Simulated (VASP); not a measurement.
A run of VASP 6.6.1:

The input INCAR:

```
SYSTEM = Si
  PREC = Accurate
  ENCUT = 520
  EDIFF = 1E-6
  ISMEAR = -1
  SIGMA = 0.05
  LREAL = Auto
  LASPH = .True.
  NELM = 100
  ALGO = Fast
  ISIF = 2
  LWAVE = .False.
  LCHARG = .False.
  GGA = PS
  NBANDS = 48
```

File KPOINTS:

```
Automatic mesh
0
Gamma
  2 2 2
  0 0 0
```

Contents of POSCAR:

```
Si
1.0
    0.0000000000      5.4300000000      5.4300000000
    5.4300000000      0.0000000000      5.4300000000
    5.4300000000      5.4300000000      0.0000000000
Si
17
Direct
    0.0096504604      0.0091353591     -0.0270313076
    0.1289061694      0.1286544199      0.1114743094
   -0.0201900552     -0.0203289134      0.4814475138
    0.1048883978      0.1045418048      0.6068077348
    0.0052837017      0.5002461326      0.0023461326
    0.1371848066      0.6200975138      0.1224954880
    0.0099674033      0.4705156538      0.5117697974
    0.1290169429      0.6097502762      0.6307460405
    0.5005011971      0.0049999079      0.0023593923
    0.6205445672      0.1367220994      0.1224948435
    0.4708948435      0.0094556169      0.5118066298
    0.6098857274      0.1287787293      0.6307647330
    0.5074791897      0.5070289134      0.0096563536
    0.6320041436      0.6317273481      0.1338997238
    0.5005488950      0.5003035912      0.5071582873
    0.6204522099      0.6200067219      0.6393654696
    0.8471335175      0.8467863720      0.3499066298
```

Potentials or basis: VASP PAW PBE potentials, release 64 (Si).

Run with:

```bash
$ cat potpaw_PBE.64/Si/POTCAR > POTCAR
$ mpirun -np 1 vasp_std > vasp.out
```

Hardware: 1 thread of AMD EPYC 9R45 (Zen 5) (shared host).

Task: How long does it take, and how much memory?

Result: Run time: 3 min on 1 thread of AMD EPYC 9R45 (Zen 5), with other jobs on the host, peak memory 0.43 GiB. Counts: scf iterations 15, k points 8.
